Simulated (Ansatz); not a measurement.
Theory: Ansatz 0.2.0, DFT PBE, scalar-relativistic, plane waves, PAW. All cells share a 420 eV cutoff and Γ-centred k meshes spaced at most about 0.3 Å⁻¹ (about 0.25 or finer for metals, 2π included). No spin polarisation in the final relaxations.

These are static total energies at zero pressure.

Compare these two cells of Al2Cu, each relaxed at this level.

A.

```yaml
crystal:
  lattice:
    - [2.79517, 0.00000, 0.00000]
    - [-1.39758, 2.42069, 0.00000]
    - [0.00000, 0.00000, 13.04964]
  atoms:
    - { symbol: Al, position: [0.33333, 0.66667, 0.00000] }
    - { symbol: Al, position: [0.66667, 0.33333, 0.81476] }
    - { symbol: Al, position: [0.66667, 0.33333, 0.18524] }
    - { symbol: Al, position: [0.66667, 0.33333, 0.50000] }
    - { symbol: Cu, position: [0.33333, 0.66667, 0.65546] }
    - { symbol: Cu, position: [0.33333, 0.66667, 0.34454] }
```

B.

```yaml
crystal:
  lattice:
    - [4.19611, 0.00000, 0.00000]
    - [-2.09806, 3.63394, 0.00000]
    - [0.00000, 0.00000, 3.01352]
  atoms:
    - { symbol: Al, position: [0.66667, 0.33333, 0.75077] }
    - { symbol: Al, position: [0.33333, 0.66667, 0.24923] }
    - { symbol: Cu, position: [0.00000, 0.00000, 0.00000] }
```

Question: Which is lower in energy, and by how much?

Answer: A is lower, by 88 meV/atom. A has Al and Cu ordered on hcp sites, space group P-6m2 (No. 187), 14.7 Å³/atom and no gap on its mesh; B has space group P-3m1 (No. 164), 15.3 Å³/atom and no gap. Counting all near atoms (those within 1.25 times the shortest distance at each site; a plus sign parts nearer from farther groups), A has Al 12, Cu 12 and B has Al 3+8, Cu 6+2. The denser one is the lower, and pressure would at first widen the difference. In A, Al on a site of symmetry -6m2 has 12 Al at 2.80–2.91 Å; Al on a site of symmetry 3m has 3 Cu at 2.63 Å and 9 Al at 2.80–2.91 Å; Cu is surrounded by 6 Al at 2.59–2.63 Å and 6 Cu at 2.80 Å; 1 more site not described. In B, around Al lie 3 Cu at 2.54 Å, 8 Al at 2.85–3.01 Å and 3 Cu at 3.31 Å; Cu has 6 Al at 2.54 Å, 2 Cu at 3.01 Å and 6 Al at 3.31 Å. Both come from invented guesses. A third cell relaxed alike, in P-3m1, lies 45 meV/atom below the lower of the two. The part of the Crystallography Open Database at hand lists Al2Cu in space group No. 140, which no cell shown has.

Cells relaxed within their symmetry can be saddle points.
